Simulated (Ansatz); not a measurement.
Ansatz input file:

```yaml
crystal:
  lattice:
    - [0.0, 2.79398511, 2.79398511]
    - [2.79398511, 0.0, 2.79398511]
    - [2.79398511, 2.79398511, 0.0]
  atoms:
    - { symbol: Zn, position: [0.0, 0.0, 0.0] }
    - { symbol: Se, position: [0.75, 0.75, 0.75] }
basis:
  ecutwfc: 420
kpoints:
  mp_grid: { grid: [8, 8, 8] }
hamiltonian:
  xc: pbe
scf:
  occupations: { method: gaussian, width: 0.02 }
output:
  forces: true
  stress: true
  eigenvalues: true
```

Run as
```bash
ansatz run input.yaml --threads 1 --pin off --max-ram 1331MiB --backend cpu --events-out ev --progress --plain --runs-dir out
```

Method: DFT PBE, scalar-relativistic, plane waves, PAW (Ansatz 0.2.0).

From the run's log, abridged (final results; tables in files aren't shown):

```
SCF 1 converged in 6 iterations: F = -8789.483941 eV  dr2 = 5.34e-9
SCF converged after 6 iterations
Free energy (F): -8789.483941 eV
Harris-Foulkes:  -8789.483941 eV  (|F-HF|=1.25e-8)
Internal energy: -8789.483941 eV  (E = F + TS)
E sigma→0 (E₀):  -8789.483941 eV
Fermi energy:    8.105939 eV
--- Per-component energies (eV) ---
  E_band       = -368.265319
  E_kinetic    = 251.208301
  E_local      = -4326.754497  (includes V_loc(G=0)·N_el)
  E_nonlocal   = 17.911400
  E_hartree    = 2008.764844
  E_xc         = -242.153384
  E_vxc        = -151.161978  (∫ρ·V_xc dr)
  E_paw        = -3738.742775  (= ΣΔE_a)
  E_vpaw       = -176.996840  (= ΣTr[D̂ρ^β])
  E_aug_tail   = -0.000963  (compensation charges beyond the density's cutoff)
  E_ewald      = -2759.716867
  E_smearing   =  0.000000  (= −TS)
--- Forces (eV/Å), atoms counted from 1 ---
  atom   1  Zn     0.00000000     0.00000000     0.00000000
  atom   2  Se     0.00000000     0.00000000     0.00000000
--- Stress (GPa, compression-positive) ---
        5.181031       0.000000       0.000000
        0.000000       5.181031       0.000000
        0.000000       0.000000       5.181031
  P = ⅓ Tr σ = 5.1810 GPa (51.810 kbar)
--- Band table (eV; the first three rows and the last of 29) ---
  k-point 0: bands = ["-39.5679", "-39.5679", "-39.5679", "-39.5626", "-39.5626", "-6.1701", "0.6748", "0.6748", "0.6748", "1.0865", "1.0865", "7.3754", "7.3754", "7.3754", "8.8362", "13.1697", "13.1697", "13.1697"]
  k-point 1: bands = ["-39.5679", "-39.5678", "-39.5678", "-39.5626", "-39.5626", "-6.0610", "0.6790", "0.6922", "0.6922", "1.0848", "1.0848", "6.0313", "7.2109", "7.2109", "9.8084", "13.1422", "13.4381", "13.4381"]
  k-point 2: bands = ["-39.5678", "-39.5678", "-39.5678", "-39.5626", "-39.5626", "-5.7765", "0.7293", "0.7306", "0.7306", "1.0864", "1.0864", "4.2219", "6.8618", "6.8618", "10.2331", "13.8297", "13.8297", "14.0627"]
  k-point 28: bands = ["-39.5678", "-39.5677", "-39.5674", "-39.5627", "-39.5625", "-5.0060", "0.7940", "0.9063", "1.0427", "1.0536", "1.4210", "2.4818", "4.4375", "4.5085", "12.8533", "13.1239", "14.4378", "15.0810"]
```

The calculation finished and met its thresholds.